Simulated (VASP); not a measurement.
Wanted: the native input for a VASP 6.6.1 run.

| Quantity | Value |
| --- | --- |
| Task | relaxation of cell and atoms |
| Functional | PBE |
| Potentials or basis | VASP PAW PBE potentials, release 64 (Hf_pv, N) |
| Cutoff | 520 eV |
| k mesh | 6 × 6 × 6 |
| Occupations | gaussian, width 0.1 eV |
| Spin | no spin polarisation |
| Further INCAR settings | ALGO = Normal; EDIFF = 1e-06; IBRION = 2; EDIFFG = -0.01; NSW = 90; ISIF = 3 |

The structure of Hf3N4 lies in POSCAR:

```
Hf3N4
1.0
   -3.3505000000      3.3505000000      3.3505000000
    3.3505000000     -3.3505000000      3.3505000000
    3.3505000000      3.3505000000     -3.3505000000
Hf N
6 8
Direct
    0.2500000000      0.6250000000      0.3750000000
    0.3750000000      0.2500000000      0.6250000000
    0.7500000000      0.8750000000      0.1250000000
    0.1250000000      0.7500000000      0.8750000000
    0.6250000000      0.3750000000      0.2500000000
    0.8750000000      0.1250000000      0.7500000000
    0.1260000000      0.1260000000      0.1260000000
    0.8740000000      0.5000000000      0.0000000000
    0.5000000000      0.0000000000      0.3740000000
    0.0000000000      0.8740000000      0.5000000000
    0.3740000000      0.5000000000      0.0000000000
    0.6260000000      0.6260000000      0.6260000000
    0.0000000000      0.3740000000      0.5000000000
    0.5000000000      0.0000000000      0.8740000000
```

These files were run (other wordings do the same):

INCAR

```
PREC = Accurate
ENCUT = 520
EDIFF = 1E-6
ISMEAR = 0
SIGMA = 0.1
LREAL = F
LASPH = T
NELM = 120
ALGO = Normal
ISIF = 3
LWAVE = F
LCHARG = F
GGA = PE
IBRION = 2
NSW = 90
EDIFFG = -0.01
KPAR = 4
```

KPOINTS

```
Automatic mesh
0
Gamma
  6 6 6
```

Potentials or basis: VASP PAW PBE potentials, release 64 (Hf_pv, N).

The run is started by

```sh
$ cat potpaw_PBE.64/Hf_pv/POTCAR potpaw_PBE.64/N/POTCAR > POTCAR
$ mpirun -np 4 vasp_std > vasp.out
```

It gave:

- Relaxed volume: 10.79 Å³/atom
- Relaxed cell: a = 5.811 Å, b = 5.811 Å, c = 5.811 Å, α = 109.47°, β = 109.47°, γ = 109.47°
- Space group after relaxing (to 0.05 Å): I-43d (No. 220)
- Energy gained by relaxing: 3.9 meV/atom
- Ionic steps: 10
- Pressure after relaxing: 0.0 GPa
- Band gap on the k mesh: 1.03 eV, direct

Caveat: spin-orbit coupling is left out, which moves the levels of the heavy elements.

Wall time 4.2 min on 4 MPI ranks on Intel(R) Xeon(R) 6975P-C (Granite Rapids), on a shared host, peak memory 0.4 GiB a rank.
